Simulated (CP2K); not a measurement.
The system is CuO.

```
Cu O
1.0
     2.99327    0.00000    0.00000
     1.49663    2.59225    0.00000
     1.49663    0.86408    4.88799
Cu O
2 2
Direct
  0.50389 0.47699 0.48801
  0.00389 0.97699 0.98801
  0.74611 0.77301 0.76199
  0.24611 0.27301 0.26199
```

The cell comes from a database or a generator and needn't be the stable form of this composition.

The cell isn't the ideal one: all O atoms moved 0.2 Å in one direction.

Program: CP2K 2026.2. Alike in all runs: no spin polarisation; cell all O atoms moved 0.2 Å in one direction; k mesh 10 × 10 × 6; smearing fermi-dirac 0.05 eV.

Task: Order these runs on this cell by their pressure, lowest first.
A. level PBE; potentials or basis POTENTIAL_UZH Cu GTH-PBE-q11, O GTH-PBE-q6; TZVP-MOLOPT-PBE-GTH basis; EPS_DEFAULT 1.0E-10; NGRIDS 5
B. level PBEsol; potentials or basis POTENTIAL_UZH Cu GTH-PBE-q11, O GTH-PBE-q6; TZVP-MOLOPT-PBE-GTH basis; EPS_DEFAULT 1.0E-10; NGRIDS 4; points a segment of the path (NPOINTS) 10; bands added on the path 6
C. level LDA; potentials or basis GTH_POTENTIALS Cu GTH-PADE-q11, O GTH-PADE-q6; TZVP-MOLOPT-PBE-GTH basis; EPS_DEFAULT 1.0E-9; NGRIDS 4; points a segment of the path (NPOINTS) 10; bands added on the path 2

Result: C (-7.8 GPa), B (0.2 GPa), A (8.6 GPa).

Caveats: the basis of atomic orbitals isn't converged, which shifts pressures, moduli and gaps; the run has no spin polarisation, though such a crystal can be magnetic; the potentials were made for another functional, which shifts forces and pressure (some runs).
